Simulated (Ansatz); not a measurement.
**KF (Fm-3m): how far a G0W0 gap depends on its settings**

How well converged is a G0W0 gap of rocksalt KF?

Program: Ansatz 0.2.0. G0W0, plane waves. (Simulation; spin polarisation is off.)

### Step 1. The structure to begin with

The cell was relaxed beforehand with r2SCAN.

Space group Fm-3m (No. 225), cubic; a = 5.318 Å in the conventional setting, 18.80 Å³ an atom. Near K stand 6 F at 2.66 Å; near F stand 6 K at 2.66 Å.

As a file:

```cif
data_structure
_symmetry_space_group_name_H-M 'P 1'
_symmetry_Int_Tables_number 1
_cell_length_a 3.7603
_cell_length_b 3.7603
_cell_length_c 3.7603
_cell_angle_alpha 60.000
_cell_angle_beta 60.000
_cell_angle_gamma 60.000
_cell_volume 37.60
loop_
_atom_site_label
_atom_site_type_symbol
_atom_site_fract_x
_atom_site_fract_y
_atom_site_fract_z
_atom_site_occupancy
K1 K 0.00000 0.00000 0.00000 1
F1 F 0.50000 0.50000 0.50000 1
```

### Step 2. 85 empty bands, 100 eV

input.yaml

```yaml
crystal:
  lattice:
    - [0.0, 2.6589605757, 2.6589605757]
    - [2.6589605757, 0.0, 2.6589605757]
    - [2.6589605757, 2.6589605757, 0.0]
  atoms:
    - { symbol: K, position: [0.0, 0.0, 0.0] }
    - { symbol: F, position: [0.5, 0.5, 0.5] }
kpoints:
  mp_grid: { grid: [6, 6, 6] }
hamiltonian:
  xc: pbe
scf:
  occupations: { method: fixed }
gw:
  n_empty_bands: 85
  ecut_chi: 100
  qp_bands: [v2, c2]
  qp_kpoints: band_edges
  screening: { model: contour_deformation }
```

### Step 3. 206 empty bands, 180 eV

input.yaml, as its differences from that of step 2:

```diff
@@ -15,4 +15,4 @@
 gw:
-  n_empty_bands: 85
-  ecut_chi: 100
+  n_empty_bands: 206
+  ecut_chi: 180
   qp_bands: [v2, c2]
```

### Step 4. 400 empty bands, 260 eV

input.yaml, as its differences from that of step 3:

```diff
@@ -15,4 +15,4 @@
 gw:
-  n_empty_bands: 206
-  ecut_chi: 180
+  n_empty_bands: 400
+  ecut_chi: 260
   qp_bands: [v2, c2]
```

### Step 5. Starting from HSE06

input.yaml, as its differences from that of step 4:

```diff
@@ -11,3 +11,3 @@
 hamiltonian:
-  xc: pbe
+  xc: hse06
 scf:
@@ -15,4 +15,4 @@
 gw:
-  n_empty_bands: 400
-  ecut_chi: 260
+  n_empty_bands: 206
+  ecut_chi: 180
   qp_bands: [v2, c2]
```

### Step 6. Starting from r2SCAN

input.yaml, as its differences from that of step 5:

```diff
@@ -11,3 +11,3 @@
 hamiltonian:
-  xc: hse06
+  xc: r2scan
 scf:
```

### Step 7. Starting from PBE0

input.yaml, as its differences from that of step 6:

```diff
@@ -11,3 +11,3 @@
 hamiltonian:
-  xc: r2scan
+  xc: pbe0
 scf:
```

### Step 8. A plasmon pole in place of the full frequency dependence

input.yaml, as its differences from that of step 7:

```diff
@@ -11,3 +11,3 @@
 hamiltonian:
-  xc: pbe0
+  xc: pbe
 scf:
@@ -19,2 +19,2 @@
   qp_kpoints: band_edges
-  screening: { model: contour_deformation }
+  screening: { model: godby_needs }
```

### Step 9. A finer mesh, 8×8×8

input.yaml, as its differences from that of step 8:

```diff
@@ -9,3 +9,3 @@
 kpoints:
-  mp_grid: { grid: [6, 6, 6] }
+  mp_grid: { grid: [8, 8, 8] }
 hamiltonian:
@@ -15,6 +15,6 @@
 gw:
-  n_empty_bands: 206
-  ecut_chi: 180
+  n_empty_bands: 61
+  ecut_chi: 80
   qp_bands: [v2, c2]
   qp_kpoints: band_edges
-  screening: { model: godby_needs }
+  screening: { model: contour_deformation }
```

### Step 10. Norm-conserving pseudopotentials

input.yaml, as its differences from that of step 9:

```diff
@@ -9,5 +9,6 @@
 kpoints:
-  mp_grid: { grid: [8, 8, 8] }
+  mp_grid: { grid: [6, 6, 6] }
 hamiltonian:
   xc: pbe
+  pseudopotentials: { kind: nc }
 scf:
@@ -15,4 +16,4 @@
 gw:
-  n_empty_bands: 61
-  ecut_chi: 80
+  n_empty_bands: 206
+  ecut_chi: 180
   qp_bands: [v2, c2]
```

Before running it: what results should come out? Wanted: for each run, start; potentials; frequencies; empty bands; cutoff; Kohn-Sham gap; G0W0 gap.

**Answer**, as computed:

```
 start  potentials  frequencies  empty bands  cutoff (eV)   mesh  Kohn-Sham gap (eV)  G0W0 gap (eV)
   PBE         PAW         full           85          100  6×6×6                6.26           9.60
   PBE         PAW         full          206          180  6×6×6                6.26           9.75
   PBE         PAW         full          400          260  6×6×6                6.26           9.86
 HSE06         PAW         full          206          180  6×6×6                8.26          10.66
r2SCAN         PAW         full          206          180  6×6×6                6.91          10.06
  PBE0         PAW         full          206          180  6×6×6                9.04          10.90
   PBE         PAW         pole          206          180  6×6×6                6.26           9.73
   PBE         PAW         full           61           80  8×8×8                6.26           9.60
   PBE          NC         full          206          180  6×6×6                6.25           9.74
```

Gaps are those on each run's own mesh.

With bands and cutoff raised together, from 85 bands at 100 eV to 400 at 260 eV, the gap moves by +0.26 eV, and on the last rung by +0.10 eV; extrapolated in 1/N from the last two rungs, the limit on this k mesh would lie near 10.0 eV. The starting point matters: against PBE, HSE06 gives +0.91 eV, r2SCAN gives +0.31 eV, PBE0 gives +1.14 eV. The plasmon pole changes the gap by -0.020 eV. Norm-conserving potentials change it by -0.007 eV.
